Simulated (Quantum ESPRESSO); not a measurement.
# Ge (Fd-3m) in Quantum ESPRESSO: settings compared, part 2 of 3

Quantum ESPRESSO 7.5. Earlier steps stand in the parts before.

### 3 Single point, vdW-DF3-opt1, 21.28 Å³/atom

The input, pw.in:

```
&CONTROL
  calculation = 'scf'
  prefix = 'pwscf'
  outdir = './tmp'
  pseudo_dir = './pseudo'
  tprnfor = .true.
  tstress = .true.
  disk_io = 'nowf'
/
&SYSTEM
  ibrav = 0
  nat = 2
  ntyp = 1
  ecutwfc = 78
  nbnd = 21
  input_dft = 'vdw-df3-opt1'
  occupations = 'smearing'
  smearing = 'fd'
  degauss = 0.00367493
/
&ELECTRONS
  conv_thr = 4d-10
  electron_maxstep = 120
  mixing_beta = 0.5
/
ATOMIC_SPECIES
Ge    72.6300 Ge.upf
CELL_PARAMETERS angstrom
   0.0000000000    2.7711609388    2.7711609388
   2.7711609388    0.0000000000    2.7711609388
   2.7711609388    2.7711609388    0.0000000000
ATOMIC_POSITIONS crystal
Ge     0.7500000000    0.7500000000    0.7500000000
Ge     0.5000000000    0.5000000000    0.5000000000
K_POINTS automatic
8 8 8 0 0 0
```

Potentials or basis: PseudoDojo 0.4.1 SR PBE standard.

Command:

```
$ OMP_NUM_THREADS=1 pw.x -in pw.in > pw.out
```

pw.out:

```text
This program is part of the open-source Quantum ESPRESSO suite
     for quantum simulation of materials; please cite
         "P. Giannozzi et al., J. Phys.:Condens. Matter 21 395502 (2009);
         "P. Giannozzi et al., J. Phys.:Condens. Matter 29 465901 (2017);
         "P. Giannozzi et al., J. Chem. Phys. 152 154105 (2020);
     in publications or presentations arising from this work. More details at

     IMPORTANT: XC functional enforced from input :
     Exchange-correlation= VDW-DF3-OPT1
                           (   1   4  45   0   3   0   0)
     Any further DFT definition will be discarded
     Please, verify this is what you really want

     Message from routine setup:
     using ibrav=0 with symmetry is DISCOURAGED, use correct ibrav instead

     G-vector sticks info
     --------------------
     sticks:   dense  smooth     PW     G-vecs:    dense   smooth      PW
     Sum        1165    1165    349                26565    26565    4279

     Using Slab Decomposition

     bravais-lattice index     =            0
     lattice parameter (alat)  =       7.4059  a.u.
     unit-cell volume          =     287.2181 (a.u.)^3
     number of atoms/cell      =            2
     number of atomic types    =            1
     number of electrons       =        28.00
     number of Kohn-Sham states=           21
     kinetic-energy cutoff     =      78.0000  Ry
     charge density cutoff     =     312.0000  Ry
     scf convergence threshold =      4.0E-10
     mixing beta               =       0.5000
     number of iterations used =            8  plain     mixing
     Exchange-correlation= VDW-DF3-OPT1
                           (   1   4  45   0   3   0   0)

     celldm(1)=   7.405862  celldm(2)=   0.000000  celldm(3)=   0.000000
     celldm(4)=   0.000000  celldm(5)=   0.000000  celldm(6)=   0.000000

     crystal axes: (cart. coord. in units of alat)
               a(1) = (   0.000000   0.707107   0.707107 )
               a(2) = (   0.707107   0.000000   0.707107 )
               a(3) = (   0.707107   0.707107   0.000000 )

     reciprocal axes: (cart. coord. in units 2 pi/alat)
               b(1) = ( -0.707107  0.707107  0.707107 )
               b(2) = (  0.707107 -0.707107  0.707107 )
               b(3) = (  0.707107  0.707107 -0.707107 )

     PseudoPot. # 1 for Ge read from file:
     Ge.upf
     Pseudo is Norm-conserving + core correction, Zval = 14.0
     Generated using ONCVPSP code by D. R. Hamann
     Using radial grid of 1560 points,  6 beta functions with:
                l(1) =   0
                l(2) =   0
                l(3) =   1
                l(4) =   1
                l(5) =   2
                l(6) =   2

     atomic species   valence    mass     pseudopotential
     Ge               14.00    72.63000     Ge( 1.00)

     48 Sym. Ops., with inversion, found (24 have fractional translation)

   Cartesian axes

     site n.     atom                  positions (alat units)
         1        Ge     tau(   1) = (   1.0606602   1.0606602   1.0606602  )
         2        Ge     tau(   2) = (   0.7071068   0.7071068   0.7071068  )

     number of k points=    29  Fermi-Dirac smearing, width (Ry)=  0.0037
                       cart. coord. in units 2pi/alat
        k(    1) = (   0.0000000   0.0000000   0.0000000), wk =   0.0039062
        k(    2) = (   0.0883883   0.0883883  -0.0883883), wk =   0.0312500
        k(    3) = (   0.1767767   0.1767767  -0.1767767), wk =   0.0312500
        k(    4) = (   0.2651650   0.2651650  -0.2651650), wk =   0.0312500
        k(    5) = (  -0.3535534  -0.3535534   0.3535534), wk =   0.0156250
        k(    6) = (   0.1767767   0.0000000   0.0000000), wk =   0.0234375
[... 21 lines left out ...]
        k(   28) = (  -0.7071068   0.1767767  -0.0000000), wk =   0.0468750
        k(   29) = (  -0.7071068   0.3535534   0.0000000), wk =   0.0234375

     Dense  grid:    26565 G-vectors     FFT dimensions: (  48,  48,  48)

     Initial potential from superposition of free atoms

     starting charge      27.9984, renormalised to      28.0000

     %%%%%%%%%%%%%%%%%%%%%%%%%%%%%%%%%%%%%%%%%%%%%%%%%%%%%%%%%%%%%%%%%%%%%%%%
     %                                                                      %
     % You are using vdW-DF, which was implemented by the Thonhauser group. %
     % Please cite the following two papers that made this development      %
     % possible and the two reviews that describe the various versions:     %
     %                                                                      %
     %   T. Thonhauser et al., PRL 115, 136402 (2015).                      %
     %   T. Thonhauser et al., PRB 76, 125112 (2007).                       %
     %   K. Berland et al., Rep. Prog. Phys. 78, 066501 (2015).             %
     %   D.C. Langreth et al., J. Phys.: Condens. Matter 21, 084203 (2009). %
     %                                                                      %
     % If you are calculating stress with vdW-DF, please also cite:         %
     %                                                                      %
     %   R. Sabatini et al., J. Phys.: Condens. Matter 24, 424209 (2012).   %
     %                                                                      %
     %%%%%%%%%%%%%%%%%%%%%%%%%%%%%%%%%%%%%%%%%%%%%%%%%%%%%%%%%%%%%%%%%%%%%%%%

     %%%%%%%%%%%%%%%%%%%%%%%%%%%%%%%%%%%%%%%%%%%%%%%%%%%%%%%%%%%%%%%%%%%%%%%%
     %                                                                      %
     %  vdW-DF NEWS:                                                        %
     %                                                                      %
     %  * vdW-DF3 is now available. DOI: 10.1021/acs.jctc.0c00471           %
     %    use with input_dft = 'vdW-DF3-opt1' or 'vdW-DF3-opt2'             %
     %                                                                      %
     %  * Unscreened and range-separated hybrid vdW-DF-cx functionals       %
     %    DOI: 10.1063/1.4986522 and 10.1088/1361-648X/ac2ad2               %
     %    use with input_dft = 'vdW-DF-cx0'    and 'vdW-DF-ahcx'            %
     %  * Unscreened and range-separated hybrid vdW-DF2-b86r functionals    %
     %    DOI: 10.1063/1.4986522 and DOI: 10.1103/PhysRevX.12.041003        %
     %    use with input_dft = 'vdW-DF2-br0' and 'vdW-DF2-ahbr'             %
     %                                                                      %
     %%%%%%%%%%%%%%%%%%%%%%%%%%%%%%%%%%%%%%%%%%%%%%%%%%%%%%%%%%%%%%%%%%%%%%%%

     Starting wfcs are   18 randomized atomic wfcs +    3 random wfcs

     Self-consistent Calculation

     iteration #  1     ecut=    78.00 Ry     beta= 0.50
     Davidson diagonalization with overlap
     ethr =  1.00E-02,  avg # of iterations =  5.2

     Threshold (ethr) on eigenvalues was too large:
     Diagonalizing with lowered threshold

     Davidson diagonalization with overlap
     ethr =  1.67E-04,  avg # of iterations =  2.7

     total energy              =    -356.87003999 Ry
     estimated scf accuracy    <       0.04823296 Ry

     iteration #  2     ecut=    78.00 Ry     beta= 0.50
     Davidson diagonalization with overlap
     ethr =  1.72E-04,  avg # of iterations =  1.0
[... 43 lines left out ...]
     total energy              =    -356.86953941 Ry
     estimated scf accuracy    <          1.6E-09 Ry

     iteration #  9     ecut=    78.00 Ry     beta= 0.50
     Davidson diagonalization with overlap
     ethr =  5.85E-12,  avg # of iterations =  2.0

     End of self-consistent calculation

          k = 0.0000 0.0000 0.0000 (  3383 PWs)   bands (ev):

   -14.5354 -14.5354 -14.5354 -14.4931 -14.4931 -14.2410 -14.2410 -14.2410
   -14.2206 -14.2206  -3.0618  10.2446  10.2446  10.2446  10.6035  12.8251
    12.8251  12.8251  16.8052  19.9936  19.9937

          k = 0.0884 0.0884-0.0884 (  3353 PWs)   bands (ev):

   -14.5453 -14.5453 -14.5325 -14.4791 -14.4791 -14.2538 -14.2538 -14.2445
   -14.2099 -14.2099  -2.8608   7.8838   9.8818   9.8818  11.4498  13.3043
    13.3043  13.8941  17.7797  19.0180  19.0180
[... 103 lines left out ...]
          k = 0.0000-0.5303 0.5303 (  3322 PWs)   bands (ev):

   -14.5962 -14.5766 -14.4728 -14.4015 -14.3678 -14.3526 -14.3453 -14.2863
   -14.1729 -14.1555   0.5651   1.6664   5.6023   7.4291  11.3621  14.4429
    17.7712  17.8992  18.7374  20.3293  24.4069

          k =-0.7071 0.0000 0.0000 (  3306 PWs)   bands (ev):

   -14.5751 -14.5751 -14.4761 -14.4761 -14.3533 -14.3533 -14.2850 -14.2850
   -14.1738 -14.1738   1.0477   1.0477   6.9601   6.9601  10.9214  10.9214
    20.1738  20.1738  22.3926  22.3926  23.4772

          k = 0.3536 0.1768 0.0000 (  3355 PWs)   bands (ev):

   -14.5699 -14.5663 -14.5161 -14.4492 -14.4144 -14.3324 -14.2670 -14.2456
   -14.1946 -14.1838  -1.7541   4.7464   7.1870   8.5171  12.6379  13.2405
    14.9622  15.9938  18.5663  20.6816  20.9927
[... 25 lines left out ...]
          k = 0.0000-0.3536 0.5303 (  3327 PWs)   bands (ev):

   -14.5944 -14.5820 -14.4639 -14.4033 -14.3706 -14.3684 -14.3265 -14.2922
   -14.1691 -14.1583  -0.0254   2.3286   5.6555   7.3254  12.9917  14.9120
    15.3690  17.2771  18.7566  20.2516  24.1075

          k =-0.7071 0.1768-0.0000 (  3342 PWs)   bands (ev):

   -14.5847 -14.5847 -14.4525 -14.4525 -14.3557 -14.3557 -14.3048 -14.3048
   -14.1656 -14.1656   1.1028   1.1028   6.4546   6.4546  12.1846  12.1846
    18.1499  18.1499  21.7531  21.7531  23.6206

          k =-0.7071 0.3536 0.0000 (  3316 PWs)   bands (ev):

   -14.5923 -14.5923 -14.4239 -14.4239 -14.3637 -14.3637 -14.3246 -14.3246
   -14.1588 -14.1588   1.1611   1.1611   6.0605   6.0605  14.7663  14.7663
    15.0335  15.0335  21.7196  21.7197  23.7074

     the Fermi energy is    10.3703 ev

!    total energy              =    -356.86953941 Ry
     estimated scf accuracy    <          3.4E-10 Ry
     smearing contrib. (-TS)   =      -0.00002627 Ry
     internal energy E=F+TS    =    -356.86951314 Ry

     The total energy is F=E-TS. E is the sum of the following terms:
     one-electron contribution =    -176.36428803 Ry
     hartree contribution      =     107.97246980 Ry
     xc contribution           =     -86.86115865 Ry
     ewald contribution        =    -201.61653625 Ry

     convergence has been achieved in   9 iterations

     Forces acting on atoms (cartesian axes, Ry/au):

     atom    1 type  1   force =     0.00000000    0.00000000   -0.00000000
     atom    2 type  1   force =    -0.00000000   -0.00000000    0.00000000

     Total force =     0.000000     Total SCF correction =     0.000000

     Computing stress (Cartesian axis) and pressure

          total   stress  (Ry/bohr**3)                   (kbar)     P=       54.35
   0.00036943   0.00000000  -0.00000000           54.35        0.00       -0.00
   0.00000000   0.00036943  -0.00000000            0.00       54.35       -0.00
  -0.00000000  -0.00000000   0.00036943           -0.00       -0.00       54.35

=------------------------------------------------------------------------------=
   JOB DONE.
=------------------------------------------------------------------------------=
```

Wall time 1.9 min (1 thread of AMD EPYC 7B13 (Zen 3), shared host); peak memory 0.16 GiB.

What came out:

| Item | Value |
| --- | --- |
| Free energy | -4855.4574 eV |
| Pressure | 5.4 GPa |
| Band gap on the k mesh | 0.28 eV, indirect (least direct gap 0.36 eV) |

Caveat: the potentials were made for another functional, which shifts forces and pressure.

### 4 Single point, vdW-DF3-opt1, 21.73 Å³/atom

pw.in, as its differences from that of step 3:

```diff
@@ -28,5 +28,5 @@
 CELL_PARAMETERS angstrom
-   0.0000000000    2.7711609388    2.7711609388
-   2.7711609388    0.0000000000    2.7711609388
-   2.7711609388    2.7711609388    0.0000000000
+   0.0000000000    2.7906767997    2.7906767997
+   2.7906767997    0.0000000000    2.7906767997
+   2.7906767997    2.7906767997    0.0000000000
 ATOMIC_POSITIONS crystal
```

Command:

```
$ OMP_NUM_THREADS=1 pw.x -in pw.in > pw.out
```

Wall time 1.9 min (1 thread of AMD EPYC 7B13 (Zen 3), shared host); peak memory 0.16 GiB.

It converged, with:

| Property | Result |
| --- | --- |
| Free energy | -4855.4832 eV |
| Pressure | 3.6 GPa |
| Band gap on the k mesh | 0.16 eV, direct |

Caveat: the potentials were made for another functional, which shifts forces and pressure.

### 5 Single point, vdW-DF3-opt1, 22.19 Å³/atom

pw.in, as its differences from that of step 4:

```diff
@@ -28,5 +28,5 @@
 CELL_PARAMETERS angstrom
-   0.0000000000    2.7906767997    2.7906767997
-   2.7906767997    0.0000000000    2.7906767997
-   2.7906767997    2.7906767997    0.0000000000
+   0.0000000000    2.8099234548    2.8099234548
+   2.8099234548    0.0000000000    2.8099234548
+   2.8099234548    2.8099234548    0.0000000000
 ATOMIC_POSITIONS crystal
```

Command:

```
$ OMP_NUM_THREADS=1 pw.x -in pw.in > pw.out
```

It took 1.9 min on 1 thread of AMD EPYC 7B13 (Zen 3), shared host; peak memory 0.16 GiB.

It converged, with:

```
Free energy            : -4855.4995 eV
Pressure               : 2.1 GPa
Band gap on the k mesh : none (metal or under the smearing width)
```

Caveat: the potentials were made for another functional, which shifts forces and pressure.

### 6 Single point, vdW-DF3-opt1, 22.64 Å³/atom

pw.in, as its differences from that of step 5:

```diff
@@ -28,5 +28,5 @@
 CELL_PARAMETERS angstrom
-   0.0000000000    2.8099234548    2.8099234548
-   2.8099234548    0.0000000000    2.8099234548
-   2.8099234548    2.8099234548    0.0000000000
+   0.0000000000    2.8289100000    2.8289100000
+   2.8289100000    0.0000000000    2.8289100000
+   2.8289100000    2.8289100000    0.0000000000
 ATOMIC_POSITIONS crystal
```

Potentials or basis: PseudoDojo 0.4.1 SR PBE standard.

Command:

```
$ OMP_NUM_THREADS=1 pw.x -in pw.in > pw.out
```

Wall time 1.9 min (1 thread of AMD EPYC 7B13 (Zen 3), shared host); peak memory 0.16 GiB.

The run converged. Its results:

- Free energy: -4855.5073 eV
- Pressure: 0.6 GPa
- Band gap on the k mesh: none (metal or under the smearing width)

Caveat: the potentials were made for another functional, which shifts forces and pressure.

### 7 Single point, vdW-DF3-opt1, 23.09 Å³/atom

pw.in, as its differences from that of step 6:

```diff
@@ -28,5 +28,5 @@
 CELL_PARAMETERS angstrom
-   0.0000000000    2.8289100000    2.8289100000
-   2.8289100000    0.0000000000    2.8289100000
-   2.8289100000    2.8289100000    0.0000000000
+   0.0000000000    2.8476450493    2.8476450493
+   2.8476450493    0.0000000000    2.8476450493
+   2.8476450493    2.8476450493    0.0000000000
 ATOMIC_POSITIONS crystal
```

Command:

```
$ OMP_NUM_THREADS=1 pw.x -in pw.in > pw.out
```

It took 1.9 min on 1 thread of AMD EPYC 7B13 (Zen 3), shared host; peak memory 0.16 GiB.

It converged, with:

```
Free energy            : -4855.5074 eV
Pressure               : -0.7 GPa
Band gap on the k mesh : none (metal or under the smearing width)
```

Caveat: the potentials were made for another functional, which shifts forces and pressure.

### 8 Single point, vdW-DF3-opt1, 23.54 Å³/atom

pw.in, as its differences from that of step 7:

```diff
@@ -28,5 +28,5 @@
 CELL_PARAMETERS angstrom
-   0.0000000000    2.8476450493    2.8476450493
-   2.8476450493    0.0000000000    2.8476450493
-   2.8476450493    2.8476450493    0.0000000000
+   0.0000000000    2.8661367691    2.8661367691
+   2.8661367691    0.0000000000    2.8661367691
+   2.8661367691    2.8661367691    0.0000000000
 ATOMIC_POSITIONS crystal
```

Command:

```
$ OMP_NUM_THREADS=1 pw.x -in pw.in > pw.out
```

Wall time 1.9 min (1 thread of AMD EPYC 7B13 (Zen 3), shared host); peak memory 0.16 GiB.

It converged, with:

```yaml
Free_energy: -4855.5006 eV
Pressure: -1.8 GPa
Band_gap_on_the_k_mesh: none (metal or under the smearing width)
```

Caveat: the potentials were made for another functional, which shifts forces and pressure.

### 9 Single point, vdW-DF3-opt1, 24.00 Å³/atom

pw.in, as its differences from that of step 8:

```diff
@@ -28,5 +28,5 @@
 CELL_PARAMETERS angstrom
-   0.0000000000    2.8661367691    2.8661367691
-   2.8661367691    0.0000000000    2.8661367691
-   2.8661367691    2.8661367691    0.0000000000
+   0.0000000000    2.8843929095    2.8843929095
+   2.8843929095    0.0000000000    2.8843929095
+   2.8843929095    2.8843929095    0.0000000000
 ATOMIC_POSITIONS crystal
```

Potentials or basis: PseudoDojo 0.4.1 SR PBE standard.

Command:

```
$ OMP_NUM_THREADS=1 pw.x -in pw.in > pw.out
```

It took 1.9 min on 1 thread of AMD EPYC 7B13 (Zen 3), shared host; peak memory 0.17 GiB.

The run converged. Its results:

- Free energy: -4855.4876 eV
- Pressure: -2.8 GPa
- Band gap on the k mesh: none (metal or under the smearing width)

Caveat: the potentials were made for another functional, which shifts forces and pressure.

### 10 Equation of state, vdW-DF3-opt1

This step only gathers the single runs of the series.

Results:

- Equilibrium volume: 22.87 Å³/atom
- Bulk modulus: 65 GPa
- Pressure derivative of the bulk modulus: 4.4

Energy against volume, from the lowest point:
| volume (Å³/atom) | energy (meV/atom) |
| --- | --- |
| 21.281 | 24.97 |
| 21.733 | 12.08 |
| 22.186 | 3.96 |
| 22.639 | 0.06 |
| 23.092 | 0.00 |
| 23.545 | 3.40 |
| 23.997 | 9.87 |

Caveat: the potentials were made for another functional, which shifts forces and pressure.

[end of part 2 of 3]
